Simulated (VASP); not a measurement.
# BaS (Fm-3m) in VASP: settings compared

BaS is run at these levels: PBE, r2SCAN; tasks: single point.

All numbers are computed with VASP 6.6.1; they aren't measurements. Logs are shortened: lines on timing, memory, paths and dates and some standing lists are left out, and cuts for length are marked.

**Experimental background.**

A printed reference work, monograph, original work of 1988 reports, for a bulk crystal of BaS at 2 K: band gap 3.806 eV (indirect).

The results are compared with them further down.

**1. The cell of the first run**

It takes space group Fm-3m (No. 225, cubic). Conventional cell: a = 6.424 Å, b = 6.424 Å, c = 6.424 Å, α = 90.00°, β = 90.00°, γ = 90.00°. Ba (site symmetry m-3m) has 6 S at 3.21 Å within 4.2 Å. S (site symmetry m-3m) has 6 Ba at 3.21 Å within 4.2 Å.

**2. Single point, PBE**

Input file INCAR:

```
SYSTEM = BaS
  PREC = Accurate
  ENCUT = 520
  EDIFF = 1E-7
  ISMEAR = 0
  SIGMA = 0.01
  LREAL = .False.
  LASPH = .True.
  NELM = 100
  ALGO = Normal
  ISIF = 2
  LWAVE = .False.
  LCHARG = .False.
  GGA = PE
  NBANDS = 15
```

Input file KPOINTS:

```
Automatic mesh
0
Gamma
  6 6 6
  0 0 0
```

Input file POSCAR:

```
BaS
1.0
    0.0000000000      3.2119099264      3.2119099264
    3.2119099264      0.0000000000      3.2119099264
    3.2119099264      3.2119099264      0.0000000000
Ba S
1 1
Direct
    0.0000000000      0.0000000000      0.0000000000
    0.5000000000      0.5000000000      0.5000000000
```

Potentials or basis: VASP PAW PBE potentials, release 64 (Ba_sv, S).

The run is started by

```sh
$ cat potpaw_PBE.64/Ba_sv/POTCAR potpaw_PBE.64/S/POTCAR > POTCAR
$ mpirun -np 1 vasp_std > vasp.out
```

OUTCAR:

```text
SYSTEM = BaS
   PREC = Accurate
   ENCUT = 520
   EDIFF = 1E-7
   ISMEAR = 0
   LREAL = .False.
   LASPH = .True.
   NELM = 100
   ISIF = 2
   GGA = PE

 ion  position               nearest neighbor table
   1  0.000  0.000  0.000-   2 3.21   2 3.21   2 3.21   2 3.21   2 3.21   2 3.21
   2  0.500  0.500  0.500-   1 3.21   1 3.21   1 3.21   1 3.21   1 3.21   1 3.21

  LATTYP: Found a face centered cubic cell.
 ALAT       =     6.4238198528

  Lattice vectors:

 A1 = (   0.0000000000,   3.2119099264,   3.2119099264)
 A2 = (   3.2119099264,   0.0000000000,   3.2119099264)
 A3 = (   3.2119099264,   3.2119099264,   0.0000000000)

Analysis of symmetry for initial positions (statically):
=====================================================================
 Subroutine PRICEL returns:
 Original cell was already a primitive cell.

 Routine SETGRP: Setting up the symmetry group for a
 face centered cubic supercell.

 Subroutine GETGRP returns: Found 48 space group operations
 (whereof 48 operations were pure point group operations)
 out of a pool of 48 trial point group operations.

The static configuration has the point symmetry O_h .

Analysis of symmetry for dynamics (positions and initial velocities):
=====================================================================
 Subroutine PRICEL returns:
 Original cell was already a primitive cell.

 Routine SETGRP: Setting up the symmetry group for a
 face centered cubic supercell.

 Subroutine GETGRP returns: Found 48 space group operations
 (whereof 48 operations were pure point group operations)
 out of a pool of 48 trial point group operations.

The dynamic configuration has the point symmetry O_h .

 Subroutine INISYM returns: Found 48 space group operations
 (whereof 48 operations are pure point group operations),
 and found     1 'primitive' translations

----------------------------------------------------------------------------------------

                                     Primitive cell

  volume of cell :      66.2705

  direct lattice vectors                    reciprocal lattice vectors
     0.000000000  3.211909926  3.211909926    -0.155670617  0.155670617  0.155670617
     3.211909926  0.000000000  3.211909926     0.155670617 -0.155670617  0.155670617
     3.211909926  3.211909926  0.000000000     0.155670617  0.155670617 -0.155670617

  length of vectors
     4.542326579  4.542326579  4.542326579     0.269629418  0.269629418  0.269629418

  position of ions in fractional coordinates (direct lattice)
     0.000000000  0.000000000  0.000000000
     0.500000000  0.500000000  0.500000000

  ion indices of the primitive-cell ions
   primitive index   ion index
                 1           1
                 2           2

----------------------------------------------------------------------------------------

 KPOINTS: Automatic mesh

Automatic generation of k-mesh.
 Grid dimensions read from file:
 generate k-points for:    6    6    6

 Generating k-lattice:

  Cartesian coordinates                     Fractional coordinates (reciprocal lattice)
    -0.025945103  0.025945103  0.025945103     0.166666667  0.000000000  0.000000000
     0.025945103 -0.025945103  0.025945103     0.000000000  0.166666667  0.000000000
     0.025945103  0.025945103 -0.025945103     0.000000000  0.000000000  0.166666667

  Length of vectors
     0.044938236  0.044938236  0.044938236

  Shift w.r.t. Gamma in fractional coordinates (k-lattice)
     0.000000000  0.000000000  0.000000000

 Subroutine IBZKPT returns following result:
 ===========================================

 Found     16 irreducible k-points:

 Following reciprocal coordinates:
            Coordinates               Weight
  0.000000  0.000000  0.000000      1.000000
  0.166667  0.000000  0.000000      8.000000
  0.333333  0.000000  0.000000      8.000000
  0.500000  0.000000  0.000000      4.000000
  0.166667  0.166667  0.000000      6.000000
  0.333333  0.166667  0.000000     24.000000
[... 8 lines left out ...]
 -0.333333  0.333333  0.166667     24.000000
 -0.333333  0.500000  0.166667     12.000000
   k-points           NKPTS =     16   k-points in BZ     NKDIM =     16   number of bands    NBANDS=     15
   number of dos      NEDOS =    301   number of ions     NIONS =      2
   total plane-waves  NPLWV =  46656
   dimension x,y,z NGX =    36 NGY =   36 NGZ =   36
   dimension x,y,z NGXF=    72 NGYF=   72 NGZF=   72
   ions per type =               1   1
   NGX,Y,Z   is equivalent  to a cutoff of  13.18, 13.18, 13.18 a.u.
   NGXF,Y,Z  is equivalent  to a cutoff of  26.35, 26.35, 26.35 a.u.
 SYSTEM =  BaS
   PREC   = accura    normal or accurate (medium, high low for compatibility)
   ISTART =      0    job   : 0-new  1-cont  2-samecut
   ICHARG =      2    charge: 1-file 2-atom 10-const
   ISPIN  =      1    spin polarized calculation?
   LNONCOLLINEAR =      F non collinear calculations
   LSORBIT =      F    spin-orbit coupling
   LASPH  =      T    aspherical Exc in radial PAW
   ENCUT  =  520.0 eV  38.22 Ry    6.18 a.u.   8.45  8.45  8.45*2*pi/ulx,y,z
   NELM   =    100;   NELMIN=  2; NELMDL= -5     # of ELM steps
   EDIFF  = 0.1E-06   stopping-criterion for ELM
   LREAL  =      F    real-space projection
   EDIFFG = 0.1E-05   stopping-criterion for IOM
   NSW    =      0    number of steps for IOM
   IBRION =     -1    ionic relax: 0-MD 1-quasi-New 2-CG
   NFREE  =      0    steps in history (QN), initial steepest desc. (CG)
   ISIF   =      2    stress and relaxation
   ISYM   =      2    0-nonsym 1-usesym 2-fastsym
   POTIM  = 0.5000    time-step for ionic-motion
   TEBEG  =    0.0;   TEEND  =   0.0 temperature during run
   PSTRESS=    0.0 pullay stress
   NELECT =      16.0000    total number of electrons
   NUPDOWN=      -1.0000    fix difference up-down
   EMIN   =  10.00;   EMAX   =-10.00  energy-range for DOS
   EFERMI =   0.00;   METHOD = LEGACY
   ISMEAR =     0;   SIGMA  =   0.01  broadening in eV -4-tet -1-fermi 0-gaus
   EFERMI_NEDOS =   21; number of points for ismear=-14 and -15
   IALGO  =     38    algorithm
   IMIX   =      4    mixing-type and parameters
     AMIX     =   0.40;   BMIX     =  1.00
     AMIX_MAG =   1.60;   BMIX_MAG =  1.00
  volume/ion in A,a.u.               =      33.14       223.61
  Fermi-wavevector in a.u.,A,eV,Ry     =   1.019393  1.926373 14.138647  1.039161
  Thomas-Fermi vector in A             =   2.152904
   LORBIT       =      0    0 simple, 1 ext, 2 COOP (PROOUT), +10 PAW based schemes
   GGA     = PE    functional components
   LHFCALC =     F    Hartree Fock is set to
   AEXX    =    0.0000 exact exchange contribution
   IVDW    =     0    specifies the selected vdW correction
   LEPSILON=     F    determine dielectric tensor
   LRPA    =     F    only Hartree local field effects (RPA)
 non-spin polarized calculation
 Gauss-broadening in eV      SIGMA  =   0.01
  energy-cutoff  :      520.00
  volume of cell :       66.27
 maximum number of plane-waves:      1807
 NGX is ok and might be reduce to    36
   NGX = 17   NGY = 17   NGZ = 17

 number of electron      16.0000002 magnetization

 Free energy of the ion-electron system (eV)
  ---------------------------------------------------
  ext. energy  EPLUGINS =         0.00000000
  ---------------------------------------------------
  free energy    TOTEN  =       -10.19192648 eV

  energy without entropy =      -10.19192648  energy(sigma->0) =      -10.19192648

 E-fermi :   1.4076     XC(G=0):  -8.5553

 val. band max:        1.3665995765   @ k =   0.0000   0.0000   0.0000
 cond. band min:       3.5016262322   @ k =   0.5000   0.5000   0.0000
 fundamental gap:      2.1350266557
 Fermi energy:         1.4076158174

 k-point     1 :       0.0000    0.0000    0.0000
  band No.  band energies     occupation
      1     -24.7625      2.00000
      2      -9.8199      2.00000
      3      -9.8199      2.00000
      4      -9.8199      2.00000
      5      -8.9677      2.00000
      6       1.3666      2.00000
      7       1.3666      2.00000
      8       1.3666      2.00000
      9       4.8835      0.00000
     10       5.2323      0.00000
     11       5.2323      0.00000
     12       5.2323      0.00000
     13       6.1403      0.00000
     14       6.1403      0.00000
     15      10.0718      0.00000

 k-point     2 :       0.1667    0.0000    0.0000
  band No.  band energies     occupation
      1     -24.7523      2.00000
      2     -10.2305      2.00000
      3      -9.8291      2.00000
      4      -9.8291      2.00000
      5      -8.5338      2.00000
      6       0.7261      2.00000
      7       1.0348      2.00000
      8       1.0348      2.00000
      9       5.2645      0.00000
     10       5.6327      0.00000
     11       5.6327      0.00000
     12       5.8526      0.00000
     13       6.8973      0.00000
     14       6.8973      0.00000
     15      11.1044      0.00000

 k-point     3 :       0.3333    0.0000    0.0000
  band No.  band energies     occupation
      1     -24.7318      2.00000
      2     -10.7038      2.00000
      3      -9.8475      2.00000
      4      -9.8475      2.00000
      5      -8.0098      2.00000
      6      -0.1706      2.00000
      7       0.5228      2.00000
      8       0.5228      2.00000
      9       5.8093      0.00000
     10       6.6952      0.00000
     11       6.6952      0.00000
     12       7.2934      0.00000
     13       8.6062      0.00000
     14       8.6062      0.00000
     15      11.6268      0.00000
[... 199 lines left out ...]
 k-point    15 :      -0.3333    0.3333    0.1667
  band No.  band energies     occupation
      1     -24.7121      2.00000
      2     -10.5464      2.00000
      3     -10.0715      2.00000
      4      -9.9801      2.00000
      5      -8.2326      2.00000
      6       0.1064      2.00000
      7       0.6715      2.00000
      8       0.7302      2.00000
      9       5.8039      0.00000
     10       5.9060      0.00000
     11       7.9026      0.00000
     12       8.2825      0.00000
     13       8.6483      0.00000
     14      10.6121      0.00000
     15      10.7116      0.00000

 k-point    16 :      -0.3333    0.5000    0.1667
  band No.  band energies     occupation
      1     -24.7091      2.00000
      2     -10.2463      2.00000
      3     -10.2073      2.00000
      4     -10.0699      2.00000
      5      -8.4891      2.00000
      6       0.4864      2.00000
      7       0.8235      2.00000
      8       0.9760      2.00000
      9       4.5733      0.00000
     10       6.8582      0.00000
     11       7.4710      0.00000
     12       8.2512      0.00000
     13       8.7861      0.00000
     14       9.5713      0.00000
     15      11.0715      0.00000

------------------------ aborting loop because EDIFF is reached ----------------------------------------

  FORCE on cell =-STRESS in cart. coord.  units (eV):
  Direction    XX          YY          ZZ          XY          YZ          ZX
  --------------------------------------------------------------------------------------
  -------------------------------------------------------------------------------------
  Total        0.2682837      0.2682837      0.2682837     -0.0000000      0.0000000      0.0000000
  in kB        6.4861183      6.4861183      6.4861183     -0.0000000      0.0000000      0.0000000
  external PRESSURE =       6.4861183 kB  Pullay stress =       0.0000000 kB

 VOLUME and BASIS-vectors are now :
 -----------------------------------------------------------------------------
  energy-cutoff  :      520.00
  volume of cell :       66.27
      direct lattice vectors                 reciprocal lattice vectors
     0.000000000  3.211909926  3.211909926    -0.155670617  0.155670617  0.155670617
     3.211909926  0.000000000  3.211909926     0.155670617 -0.155670617  0.155670617
     3.211909926  3.211909926  0.000000000     0.155670617  0.155670617 -0.155670617

 POSITION                                       TOTAL-FORCE (eV/Angst)
 -----------------------------------------------------------------------------------
      0.00000      0.00000      0.00000         0.000000     -0.000000      0.000000
      3.21191      3.21191      3.21191        -0.000000      0.000000     -0.000000
 -----------------------------------------------------------------------------------
    total drift:                                0.000000      0.000000      0.000000

  FREE ENERGIE OF THE ION-ELECTRON SYSTEM (eV)
  ---------------------------------------------------
  free  energy   TOTEN  =       -10.1919264780 eV

  energy  without entropy=      -10.1919264780  energy(sigma->0) =      -10.19192648
```

Run time: 22 s. Hardware: 1 thread of Intel Xeon 6975P-C, shared host; peak memory 0.21 GiB.

What came out:

```
Free energy            : -10.1919 eV
Pressure               : 0.6 GPa
Band gap on the k mesh : 2.13 eV, indirect (least direct gap 2.28 eV)
```

Levels at points of the mesh, in eV from the valence-band top:
```tsv
k point	band 5	band 6	band 7	band 8	band 9	band 10	band 11	band 12
(0.00, 0.00, 0.00)	-10.33	0.00	0.00	0.00	3.52	3.87	3.87	3.87
(0.50, 0.00, 0.00)	-9.17	-1.90	-1.05	-1.05	5.48	5.64	6.24	6.24
(0.50, 0.50, 0.00)	-10.24	-0.54	-0.15	-0.15	2.13	5.89	5.92	7.40
```

Caveat: spin-orbit coupling is left out, which moves the levels of the heavy elements.

(Part 1 of 2 ends here.)
